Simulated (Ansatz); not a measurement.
SiO₂ under strain

Method: Ansatz 0.2.0, DFT r2SCAN, scalar-relativistic, plane waves, PAW. Settings: 500 eV cutoff, 6×6×6 k-mesh, Gaussian smearing of 0.02 eV, no spin polarisation.

The relaxed crystal:

```xyz
12
Lattice="0.0000 4.7168 7.3656 2.3572 0.0000 7.3656 2.3572 4.7168 0.0000" Properties=species:S:1:pos:R:3 pbc="T T T"
Si    3.5358    7.0752    8.2959
Si    2.3572    4.7168    4.6131
Si    2.3572    4.7168   10.1181
Si    3.5358    7.0752   13.8009
O     1.7679    5.8960    5.5242
O     1.7679    3.5376    9.2070
O     2.9465    5.8960    9.2070
O     2.9465    3.5376    5.5242
O     2.3572    1.7567    7.3656
O     2.3572    7.6768    7.3656
O     1.1786    4.1151    3.6828
O     1.1786    0.6017    3.6828
```

Deformation: shear that moves c along a by the strain times its height over the a-b plane, the cell held and the atoms relaxed, all within the symmetry that the strain leaves. Energies are extrapolated to zero smearing. Gaps are generalised Kohn–Sham gaps over the whole zone.

```
strain (%)  ΔE (meV/atom) a (Å) b (Å) c (Å) gap (eV)
      -3.0            3.0  8.746  7.734  5.215      6.36
      -1.5            0.7  8.746  7.734  5.244      6.39
      +0.0            0.0  8.746  7.734  5.273      6.40
      +1.5            0.7  8.746  7.734  5.303      6.40
      +3.0            2.9  8.746  7.734  5.333      6.38
```

Problem. What stiffness (1/V) d²E/dε² at zero strain does a cubic fit over all points give?

Solution. A cubic fit gives (1/V) d²E/dε² = 78 GPa at zero strain (the shear constant for this plane and direction).

Problem. How fast does the gap move with strain on either side?

Solution. 8 meV per percent on the compressed side and -1 meV per percent on the stretched side; it is direct at -1.5 %, direct at zero and direct at +1.5 %.

This form isn't the usual stable structure of the compound.

Cost: 5 runs of about 38 core-minutes in all, on Arm Neoverse V1 (shared hosts).